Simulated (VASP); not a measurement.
# ZnSe (F-43m) under a change of volume, part 2 of 2

Wanted: the response of ZnSe to a change of volume, as a table, with a fit that predicts a row left out.

VASP 6.6.1, plane waves and PAW; the level of theory is named at each step.

So far. Step 5 (Band edges, r2SCAN): The run ends at a pressure of -0.75 GPa.

### 6. Band edges, HSE06

Short lines in KPOINTS_OPT sample the zone centre, for masses, and the other valleys.

Level: HSE06; plane waves and PAW (Zn, Se).

INCAR

```
SYSTEM = ZnSe
PREC = Accurate
ENCUT = 450
EDIFF = 1E-06
NELM = 100
ISMEAR = 0
SIGMA = 0.02
LREAL = .FALSE.
ALGO = Normal
LHFCALC = .TRUE.
AEXX = 0.25
GGA = PE
HFSCREEN = 0.2
LASPH = .TRUE.
NBANDS = 14
PRECFOCK = Fast
LWAVE = .FALSE.
LCHARG = .FALSE.
KPAR = 4
```

POSCAR

```
ZnSe
1.0
    0.0000000000      2.8419708868      2.8419708868
    2.8419708868      0.0000000000      2.8419708868
    2.8419708868      2.8419708868      0.0000000000
Zn Se
1 1
Direct
    0.0000000000      0.0000000000      0.0000000000
    0.2500000000      0.2500000000      0.2500000000
```

KPOINTS

```
Automatic mesh
0
Gamma
5 5 5
0 0 0
```

KPOINTS_OPT

```
Line mode
6
Line-mode
Reciprocal
  0.00000000   0.00000000   0.00000000
  0.02261569   0.02261569  -0.00000000

  0.00000000   0.00000000   0.00000000
 -0.00000000  -0.02261569  -0.02261569

  0.31000000   0.31000000   0.00000000
  0.50000000   0.50000000   0.00000000

  0.00000000   0.31000000   0.31000000
  0.00000000   0.50000000   0.50000000

  0.45000000   0.45000000   0.45000000
  0.50000000   0.50000000   0.50000000

  0.45000000   0.00000000   0.00000000
  0.50000000   0.00000000   0.00000000

  0.42500000   0.42500000   0.00000000
  0.42500000   0.44761569   0.02261569

  0.50000000   0.50000000   0.50000000
  0.48400830   0.51599170   0.50000000
```

The projector-augmented-wave data sets are Zn and Se (LDA family, release 64).

Started as:

```sh
> mpirun -np 4 vasp_std
```

Log:

```text
[banner, memory and clock lines left out]
running    4 mpi-ranks, on    1 nodes
[...]
[... a notice as in an earlier step ...]

 LDA part: xc-table for (Slater+PW92), standard interpolation
 found WAVECAR, reading the header
 POSCAR, INCAR and KPOINTS ok, starting setup
[...]
reading WAVECAR
 the WAVECAR file was read successfully
 initial charge from wavefunction
 entering main loop
       N       E                     dE             d eps       ncg     rms          rms(c)
DAV:   1    -0.749360401913E+01   -0.74936E+01   -0.14440E+00   364   0.316E+01    0.289E+00
DAV:   2    -0.744921056564E+01    0.44393E-01   -0.28080E-01   316   0.112E+01    0.151E+00
DAV:   3    -0.744716103788E+01    0.20495E-02   -0.30456E-02   340   0.301E+00    0.951E-01
DAV:   4    -0.744626459007E+01    0.89645E-03   -0.26217E-03   286   0.646E-01    0.569E-01
[...]
DAV:   8    -0.744598054812E+01    0.58671E-05   -0.41631E-06   286   0.159E-02    0.533E-02
DAV:   9    -0.744597903523E+01    0.15129E-05   -0.15267E-06   298   0.982E-03    0.278E-02
DAV:  10    -0.744597871700E+01    0.31824E-06   -0.53123E-07   200   0.617E-03
   1 F= -.74459787E+01 E0= -.74459787E+01  d E =-.277254E-23
 Start KPOINTS_OPT (optional k-point list driver)
k-point batch [1-10\48]
       N       E                     dE             ncg
DAV:   1     0.254245678024E+03   -0.32155E+02      280
DAV:   2    -0.806500358250E+03   -0.10607E+04      298
DAV:   3    -0.897582404860E+03   -0.91082E+02      304
DAV:   4    -0.899922282544E+03   -0.23399E+01      304
DAV:   5    -0.899943433929E+03   -0.21151E-01      340
DAV:   6    -0.899943613347E+03   -0.17942E-03      334
DAV:   7    -0.899943615273E+03   -0.19261E-05      220
DAV:   8    -0.899943615384E+03   -0.11103E-06      254
[...]
k-point batch [41-48\48]
       N       E                     dE             ncg
DAV:   1     0.121550851621E+04   -0.42081E+04      224
DAV:   2     0.362151961560E+03   -0.85336E+03      230
DAV:   3     0.304789337558E+03   -0.57363E+02      278
DAV:   4     0.303817149294E+03   -0.97219E+00      266
DAV:   5     0.303809869873E+03   -0.72794E-02      272
DAV:   6     0.303809813660E+03   -0.56212E-04      272
DAV:   7     0.303809813074E+03   -0.58671E-06      198
```

Elapsed: 14 min, on 4 MPI ranks of AMD EPYC 7R43, shared host; peak memory 0.93 GiB; 56 min of CPU time.

OUTCAR, selected parts (step 6):

```text
 POSITION                                       TOTAL-FORCE (eV/Angst)
 -----------------------------------------------------------------------------------
      0.00000      0.00000      0.00000         0.000000      0.000000      0.000000
      1.42099      1.42099      1.42099        -0.000000     -0.000000     -0.000000
 -----------------------------------------------------------------------------------
    total drift:                               -0.000185     -0.000130     -0.000093

  FREE ENERGIE OF THE ION-ELECTRON SYSTEM (eV)
  ---------------------------------------------------
  free  energy   TOTEN  =        -7.4459787170 eV

  energy  without entropy=       -7.4459787170  energy(sigma->0) =       -7.44597872

[... 1 part as in an earlier step ...]

[... 2 further parts left out ...]
[key lines of the parts left out:]
E-fermi :   1.2073
```

Numbers from this step:

```
energy(sigma→0) of the program : -7.4460 eV
```

### 7. The table

Hybrid runs start from orbitals of a short LDA run, not shown.

Runs beyond LDA use the data sets made with LDA; this shifts their levels slightly, and their total energies have another zero (at TB-mBJ, which has no energy functional, they mean nothing).

The other members went through these steps as far as the tables show, with the same cutoff and, step by step, the same mesh; 48 runs are not shown. The session took 13 core hours (wall time by ranks) on a shared machine.

The dielectric columns come from linear-response runs at LDA, run where the gap exceeds a picked 1.2 eV, on a mesh of 10×10×10.

```tsv
volume over the relaxed volume	volume (Å³/atom)	pressure (GPa)	energy above the unstrained row (meV/atom)	gap on the mesh, LDA (eV)	ε∞ (mean)	static ε (mean)	largest Born charge, mean of the diagonal (e)	lowest optical mode (cm⁻¹)	highest mode without LO–TO splitting (cm⁻¹)
0.940	20.355	5.120	20.404	1.541	7.448	9.503	1.883	241.400	241.400
0.955	20.680	3.678	11.308	1.472	7.495	9.672	1.909	235.974	235.974
0.970	21.005	2.349	5.015	1.404	7.550	9.855	1.934	230.571	230.571
0.985	21.330	1.127	1.324	1.338	7.613	10.083	1.959	223.795	223.795
1	21.655	0.004	0.000	1.274	7.685	10.309	1.984	218.218	218.218
1.015	21.980	-1.030	0.861	1.211	7.767	10.538	2.008	213.407	213.407
1.030	22.304	-1.983	3.749	1.151					
1.045	22.629	-2.858	8.461	1.091					
1.060	22.954	-3.663	14.893	1.034
```

A blank entry does not apply, was not run or did not finish.

A cubic of the pressure in ln(V/V₀) through all rows has the slope −B at V₀: B = 72 GPa, and its curvature gives B′ = 4.6.

Band edges at TB-mBJ with spin-orbit coupling, counted from the valence-band top at Γ, spin-orbit pairs averaged:

```tsv
volume over the relaxed volume	gap (eV)	conduction band at Γ (eV)	Δ or X valley along z (eV)	lowest conduction level at L, [111] (eV)	second valence level below the top (eV)	third valence level below the top (eV)
0.940	3.077	3.077	3.514	3.785	0.000	0.359
0.955	3.017	3.017	3.566	3.768	0.000	0.359
0.970	2.959	2.959	3.617	3.752	0.000	0.358
0.985	2.903	2.903	3.666	3.735	0.000	0.357
1	2.847	2.847	3.712	3.716	0.000	0.357
1.015	2.793	2.793	3.756	3.699	0.000	0.356
1.030	2.737	2.737	3.796	3.680	0.000	0.355
1.045	2.682	2.682	3.833	3.660	0.000	0.355
1.060	2.627	2.627	3.867	3.639	0.000	0.354
```

Conduction masses, in electron masses (the axis is [001]):

```tsv
volume over the relaxed volume	conduction mass at Γ, along the strain axis or the normal of the plane
0.940	0.192
0.955	0.192
0.970	0.189
0.985	0.189
1	0.189
1.015	0.188
1.030	0.188
1.045	0.188
1.060	0.187
```

Band edges at r2SCAN, counted from the valence-band top at Γ:

```tsv
volume over the relaxed volume	gap (eV)	conduction band at Γ (eV)	Δ or X valley along z (eV)	lowest conduction level at L, [111] (eV)	second valence level below the top (eV)	third valence level below the top (eV)
0.940	2.371	2.371	3.074	3.266	0.000	0.000
0.955	2.297	2.297	3.115	3.237	0.000	0.000
0.970	2.225	2.225	3.156	3.209	0.000	0.000
0.985	2.155	2.155	3.194	3.182	0.000	0.000
1	2.086	2.086	3.231	3.154	0.000	0.000
1.015	2.019	2.019	3.267	3.126	0.000	0.000
1.030	1.954	1.954	3.300	3.098	0.000	0.000
1.045	1.890	1.890	3.333	3.070	0.000	0.000
1.060	1.828	1.828	3.364	3.042	0.000	0.000
```

Conduction masses, in electron masses (the axis is [001]):

```tsv
volume over the relaxed volume	conduction mass at Γ, along the strain axis or the normal of the plane
0.940	0.140
0.955	0.138
0.970	0.136
0.985	0.133
1	0.131
1.015	0.129
1.030	0.126
1.045	0.124
1.060	0.122
```

Band edges at HSE06, counted from the valence-band top at Γ, with one row partly withheld:

```tsv
volume over the relaxed volume	gap (eV)	conduction band at Γ (eV)	Δ or X valley along z (eV)	lowest conduction level at L, [111] (eV)	second valence level below the top (eV)	third valence level below the top (eV)
0.940	2.949	2.950	3.610	3.899	0.000	0.000
0.955	2.874	2.874	3.652	3.869	0.000	0.000
0.970	2.800	2.800	3.692	3.839	0.000	0.000
0.985	2.727	2.727	3.731	3.808	0.000	0.000
1	2.656	2.656	3.768	3.778	0.000	0.000
1.015	?	?	3.804	3.748	0.000	0.000
1.030	2.519	2.519	3.838	3.718	0.000	0.000
1.045	2.453	2.453	3.870	3.688	0.000	0.000
1.060	2.388	2.388	3.901	3.658	0.000	0.000
```

Conduction masses, in electron masses (the axis is [001]):

```tsv
volume over the relaxed volume	conduction mass at Γ, along the strain axis or the normal of the plane
0.940	0.146
0.955	0.144
0.970	0.142
0.985	0.140
1	0.138
1.015	0.136
1.030	0.134
1.045	0.133
1.060	0.131
```

### 8. A fit to the known rows

The quantity to fit is the conduction level at Γ above the mean of the three top valence levels at HSE06: 2.950, 2.874, 2.800, 2.727, 2.656, 2.519, 2.453, 2.388 eV in the rows shown.

A least-squares parabola through the 8 rows shown, with u the logarithm of the volume ratio: E = 1.064 u² − 4.670 u + 2.656 (eV), r.m.s. residual 4.1e-5 eV.

At u = 0.01489 this predicts 2.5872 eV.

### 9. Prediction against calculation

The calculation gives 2.5871 eV, so the prediction is 0.0001 eV too high.

### 10. Results

```
bulk modulus                                                                                 : 72 GPa
gap of the unstrained cell, TB-mBJ with spin-orbit coupling                                  : 2.85 eV
gap of the unstrained cell, r2SCAN                                                           : 2.09 eV
gap of the unstrained cell, HSE06                                                            : 2.66 eV
dE/d ln V of the conduction level at Γ above the mean of the three top valence levels, HSE06 : -4.67 eV
error of the predicted row                                                                   : 0.1 meV
```

The electronic dielectric constant goes from 7.45 at 0.94 to 7.77 at 1.01 of the relaxed volume; d ln / d ln V = 0.55. The static dielectric constant goes from 9.50 at 0.94 to 10.5 at 1.01 of the relaxed volume; d ln / d ln V = 1.36. The highest mode without LO–TO splitting (cm⁻¹) goes from 241 at 0.94 to 213 at 1.01 of the relaxed volume; d ln / d ln V = -1.64, a Grüneisen parameter of 1.64. At TB-mBJ with spin-orbit coupling the lowest conduction valley is Γ throughout, and the gap runs between 2.63 and 3.08 eV. At r2SCAN the lowest conduction valley is Γ throughout, and the gap runs between 1.83 and 2.37 eV. At HSE06 the lowest conduction valley is Γ throughout, and the gap runs between 2.39 and 2.95 eV. Hole masses are left out throughout, since the top bands are degenerate or cross in many series; of conduction masses, those of the Γ, L and (for Si and Ge under (001) strain) Δ valleys are kept where they change by under an eighth between rows. TB-mBJ is a potential fitted for gaps; it has no energy functional, so its total energies and forces mean nothing, and its bands tend to come out too narrow. r2SCAN opens gaps somewhat over GGA but leaves them below measured values as a rule. HSE06 ran on a coarser mesh than the semilocal levels. Spin-orbit coupling is left out at r2SCAN and HSE06, so the valence splittings there lack it. Δ or X levels are the lowest on their line, refined by a parabola unless they lie at X; the gap is read from all points sampled and can differ from the lowest valley by some meV, or by tens of meV where strain moves the valence top off Γ. Temperature, zero-point motion and excitons are left out.

[Lines on the potential files, build, host, timing and source positions are cut from VASP's logs without a mark.]

[Logs are printed without paths, hosts, clocks, repeated set-up lines and the standing remarks that a program may print on its own settings, such as how far it seeks lower states.]

[Hosts, paths, dates, database ids (printed as entryN), source tags and the programs' standing remarks are cut or masked in the printed files.]

[In band tables of VASP the shares of atoms and orbitals are scaled to a sum of 1 inside the atoms' spheres.]
